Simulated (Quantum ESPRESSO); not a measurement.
# TaN (Pm-3m) in Quantum ESPRESSO: notebook, part 2 of 3

Quantum ESPRESSO 7.5. The steps go on from the part before.

### 3 Wannier functions, PBEsol

Input file pw.in:

```
&CONTROL
  calculation = 'scf'
  prefix = 'pwscf'
  outdir = './tmp'
  pseudo_dir = './pseudo'
  tprnfor = .true.
  tstress = .true.
  disk_io = 'low'
/
&SYSTEM
  ibrav = 0
  nat = 2
  ntyp = 2
  ecutwfc = 56
  ecutrho = 448
  nbnd = 15
  occupations = 'smearing'
  smearing = 'fd'
  degauss = 0.00367493
/
&ELECTRONS
  conv_thr = 4d-10
  electron_maxstep = 120
  mixing_beta = 0.5
/
ATOMIC_SPECIES
Ta   180.9479 ta_pbesol_v1.uspp.F.UPF
N     14.0070 n_pbesol_v1.2.uspp.F.UPF
CELL_PARAMETERS bohr
   5.1633132223    0.0000000000    0.0000000000
   0.0000000000    5.1633132223    0.0000000000
   0.0000000000    0.0000000000    5.1633132223
ATOMIC_POSITIONS bohr
Ta     0.0000000000    0.0000000000    0.0000000000
N      2.5816566112    2.5816566112    2.5816566112
K_POINTS automatic
8 8 8 0 0 0
```

nscf.in is that of step 2.

Input file pw2wan.in:

```
&INPUTPP
  prefix = 'pwscf'
  outdir = './tmp'
  seedname = 'w'
  write_mmn = .true.
  write_amn = .true.
/
```

bands.in is that of step 2.

Changes to w.win since step 2:

```diff
@@ -3,3 +3,3 @@
 guiding_centres = true
-dis_froz_max = 22.83
+dis_froz_max = 23.83
 dis_num_iter = 600
@@ -7,3 +7,3 @@
 dis_conv_tol = 1.0d-9
-num_iter = 1200
+num_iter = 0
 conv_tol = 1.0d-8
```

Potentials or basis: GBRV 1.5 PBEsol.

Command:

```console
> OMP_NUM_THREADS=1 pw.x -in pw.in > pw.out
> OMP_NUM_THREADS=1 pw.x -in nscf.in > nscf.out
> wannier90.x -pp w
> OMP_NUM_THREADS=1 pw2wannier90.x -in pw2wan.in > pw2wan.out
> wannier90.x w
> OMP_NUM_THREADS=1 pw.x -in bands.in > bands.out
```

pw.out:

```text
This program is part of the open-source Quantum ESPRESSO suite
     for quantum simulation of materials; please cite
[... 9 lines left out ...]
     --------------------
     sticks:   dense  smooth     PW     G-vecs:    dense   smooth      PW
     Sum         949     481    149                22119     7809    1419

     Using Slab Decomposition

     bravais-lattice index     =            0
     lattice parameter (alat)  =       5.1633  a.u.
     unit-cell volume          =     137.6529 (a.u.)^3
     number of atoms/cell      =            2
     number of atomic types    =            2
     number of electrons       =        18.00
     number of Kohn-Sham states=           15
     kinetic-energy cutoff     =      56.0000  Ry
     charge density cutoff     =     448.0000  Ry
     scf convergence threshold =      4.0E-10
     mixing beta               =       0.5000
     number of iterations used =            8  plain     mixing
     Exchange-correlation= SLA  PW   PSX  PSC
                           (   1   4  10   8   0   0   0)

     celldm(1)=   5.163313  celldm(2)=   0.000000  celldm(3)=   0.000000
     celldm(4)=   0.000000  celldm(5)=   0.000000  celldm(6)=   0.000000

     crystal axes: (cart. coord. in units of alat)
               a(1) = (   1.000000   0.000000   0.000000 )
               a(2) = (   0.000000   1.000000   0.000000 )
               a(3) = (   0.000000   0.000000   1.000000 )

     reciprocal axes: (cart. coord. in units 2 pi/alat)
               b(1) = (  1.000000  0.000000  0.000000 )
               b(2) = (  0.000000  1.000000  0.000000 )
               b(3) = (  0.000000  0.000000  1.000000 )

     PseudoPot. # 1 for Ta read from file:
     ta_pbesol_v1.uspp.F.UPF
     Pseudo is Ultrasoft + core correction, Zval = 13.0
     Generated by new atomic code, or converted to UPF format
     Using radial grid of  921 points,  7 beta functions with:
                l(1) =   0
                l(2) =   0
                l(3) =   1
                l(4) =   1
                l(5) =   2
                l(6) =   2
                l(7) =   3
     Q(r) pseudized with  6 coefficients,  rinner =    1.300   1.300   1.300
                                                       1.300   1.300   1.300
                                                       1.300

     PseudoPot. # 2 for N  read from file:
     n_pbesol_v1.2.uspp.F.UPF
     Pseudo is Ultrasoft + core correction, Zval =  5.0
     Generated by new atomic code, or converted to UPF format
     Using radial grid of  729 points,  4 beta functions with:
                l(1) =   0
                l(2) =   0
                l(3) =   1
                l(4) =   1
     Q(r) pseudized with  8 coefficients,  rinner =    0.900   0.900   0.900

     atomic species   valence    mass     pseudopotential
     Ta               13.00   180.94790     Ta( 1.00)
     N                 5.00    14.00700     N ( 1.00)

     48 Sym. Ops., with inversion, found

   Cartesian axes

     site n.     atom                  positions (alat units)
         1        Ta     tau(   1) = (   0.0000000   0.0000000   0.0000000  )
         2        N      tau(   2) = (   0.5000000   0.5000000   0.5000000  )

     number of k points=    35  Fermi-Dirac smearing, width (Ry)=  0.0037
                       cart. coord. in units 2pi/alat
        k(    1) = (   0.0000000   0.0000000   0.0000000), wk =   0.0039062
        k(    2) = (   0.0000000   0.0000000   0.1250000), wk =   0.0234375
        k(    3) = (   0.0000000   0.0000000   0.2500000), wk =   0.0234375
        k(    4) = (   0.0000000   0.0000000   0.3750000), wk =   0.0234375
        k(    5) = (   0.0000000   0.0000000  -0.5000000), wk =   0.0117188
        k(    6) = (   0.0000000   0.1250000   0.1250000), wk =   0.0468750
[... 27 lines left out ...]
        k(   34) = (   0.3750000  -0.5000000  -0.5000000), wk =   0.0234375
        k(   35) = (  -0.5000000  -0.5000000  -0.5000000), wk =   0.0039062

     Dense  grid:    22119 G-vectors     FFT dimensions: (  36,  36,  36)

     Smooth grid:     7809 G-vectors     FFT dimensions: (  25,  25,  25)

     Initial potential from superposition of free atoms

     starting charge      17.9990, renormalised to      18.0000

     negative rho (up, down):  9.294E-02 0.000E+00
     Starting wfcs are   17 randomized atomic wfcs

     Self-consistent Calculation

     iteration #  1     ecut=    56.00 Ry     beta= 0.50
     Davidson diagonalization with overlap
     ethr =  1.00E-02,  avg # of iterations =  3.4

     negative rho (up, down):  9.486E-02 0.000E+00

     total energy              =    -161.79679378 Ry
     estimated scf accuracy    <       0.31356480 Ry

     iteration #  2     ecut=    56.00 Ry     beta= 0.50
     Davidson diagonalization with overlap
     ethr =  1.74E-03,  avg # of iterations =  2.2
[... 60 lines left out ...]
     iteration #  9     ecut=    56.00 Ry     beta= 0.50
     Davidson diagonalization with overlap
     ethr =  5.82E-12,  avg # of iterations =  2.0

     negative rho (up, down):  9.765E-02 0.000E+00

     End of self-consistent calculation

          k = 0.0000 0.0000 0.0000 (   949 PWs)   bands (ev):

   -47.0831 -13.0763 -13.0763 -13.0763   3.5909  17.1195  17.1195  19.2474
    19.2474  19.2474  24.4664  25.9873  25.9873  25.9873  39.6788

          k = 0.0000 0.0000 0.1250 (   981 PWs)   bands (ev):

   -47.0696 -13.2914 -13.0572 -13.0572   3.9174  16.5192  17.2759  18.9246
    18.9246  19.5377  25.4191  26.0704  26.1576  26.1576  37.1823
[... 153 lines left out ...]
   -46.8381 -14.0437 -13.8644 -13.8406   7.0672  13.2540  13.4206  14.5905
    25.0165  25.2333  25.8453  28.0744  28.3408  31.8754  31.8910

          k = 0.3750-0.5000-0.5000 (   976 PWs)   bands (ev):

   -46.8251 -14.0130 -14.0130 -13.8245   7.3582  13.1322  13.1322  13.6686
    25.5810  26.9685  26.9685  27.7886  29.2903  31.4942  31.4942

          k =-0.5000-0.5000-0.5000 (   968 PWs)   bands (ev):

   -46.8122 -13.9834 -13.9834 -13.9834   7.8327  12.7736  12.7736  12.7736
    28.2471  28.2471  28.2471  29.3367  29.3367  30.2353  30.2353

     the Fermi energy is    21.8315 ev

!    total energy              =    -161.92045184 Ry
     estimated scf accuracy    <          3.1E-10 Ry
     smearing contrib. (-TS)   =      -0.00091606 Ry
     internal energy E=F+TS    =    -161.91953578 Ry

     The total energy is F=E-TS. E is the sum of the following terms:
     one-electron contribution =      -0.72287969 Ry
     hartree contribution      =      13.11350452 Ry
     xc contribution           =     -47.51417537 Ry
     ewald contribution        =    -126.79598524 Ry

     convergence has been achieved in   9 iterations

     negative rho (up, down):  9.765E-02 0.000E+00

     Forces acting on atoms (cartesian axes, Ry/au):

     atom    1 type  1   force =     0.00000000    0.00000000    0.00000000
     atom    2 type  2   force =     0.00000000    0.00000000    0.00000000

     Total force =     0.000000     Total SCF correction =     0.000000

     Computing stress (Cartesian axis) and pressure

     negative rho (up, down):  9.765E-02 0.000E+00
          total   stress  (Ry/bohr**3)                   (kbar)     P=      -22.47
  -0.00015275   0.00000000   0.00000000          -22.47        0.00        0.00
   0.00000000  -0.00015275   0.00000000            0.00      -22.47        0.00
   0.00000000   0.00000000  -0.00015275            0.00        0.00      -22.47

=------------------------------------------------------------------------------=
   JOB DONE.
=------------------------------------------------------------------------------=
```

Wall time 2.6 min (1 thread of Arm Neoverse V1, shared host); peak memory 0.18 GiB.

Results:

```yaml
Free_energy: -2203.0400 eV
Pressure: -2.2 GPa
Band_gap_on_the_k_mesh: none (metal or under the smearing width)
Total_Wannier_spread: 17.81 Å² over 13 functions
RMS_miss_of_the_Wannier_bands: 0.007 eV
```

Levels at the corners of the path, in eV from the Fermi level:
| point | band 6 | band 7 | band 8 | band 9 | band 10 | band 11 | band 12 | band 13 |
| --- | --- | --- | --- | --- | --- | --- | --- | --- |
| Γ | -4.71 | -4.71 | -2.58 | -2.58 | -2.58 | 2.63 | 4.16 | 4.16 |
| X | -9.96 | -4.54 | -4.54 | -3.47 | 4.13 | 4.76 | 5.51 | 5.51 |
| M | -5.85 | -5.85 | -3.58 | -1.94 | 0.86 | 0.86 | 1.01 | 7.20 |
| Γ | -4.71 | -4.71 | -2.58 | -2.58 | -2.58 | 2.63 | 4.16 | 4.16 |
| R | -9.06 | -9.06 | -9.06 | 6.42 | 6.42 | 6.42 | 7.51 | 7.51 |
| X | -9.96 | -4.54 | -4.54 | -3.47 | 4.13 | 4.76 | 5.51 | 5.51 |
| M | -5.85 | -5.85 | -3.58 | -1.94 | 0.86 | 0.86 | 1.01 | 7.20 |
| R | -9.06 | -9.06 | -9.06 | 6.42 | 6.42 | 6.42 | 7.51 | 7.51 |

Wannier functions:
| function | nearest atom | distance (Å) | spread (Å²) | on-site energy from the reference level (eV) |
| --- | --- | --- | --- | --- |
| 1 | 1 Ta | 0.00 | 2.17 | 8.04 |
| 2 | 1 Ta | 0.00 | 2.53 | 15.84 |
| 3 | 1 Ta | 0.00 | 2.53 | 15.83 |
| 4 | 1 Ta | 0.00 | 2.54 | 15.82 |
| 5 | 1 Ta | 0.00 | 1.08 | 1.31 |
| 6 | 1 Ta | 0.00 | 1.18 | 1.37 |
| 7 | 1 Ta | 0.00 | 1.19 | 1.37 |
| 8 | 1 Ta | 0.00 | 1.08 | 1.31 |
| 9 | 1 Ta | 0.00 | 1.18 | 1.37 |
| 10 | 2 N | 0.00 | 0.59 | -13.46 |
| 11 | 2 N | 0.00 | 0.58 | -2.39 |
| 12 | 2 N | 0.00 | 0.58 | -2.39 |
| 13 | 2 N | 0.00 | 0.58 | -2.39 |

Parts of the spread (Å²): invariant 10.60, diagonal 0.000, off-diagonal 7.20, total 17.81. Against the direct bands the interpolation misses by 7 meV (root mean square) and 74 meV at most, for states up to 1 eV over the reference level.

Caveat: spin-orbit coupling is left out, which moves the levels of the heavy elements.

(Continued in part 3 of 3.)
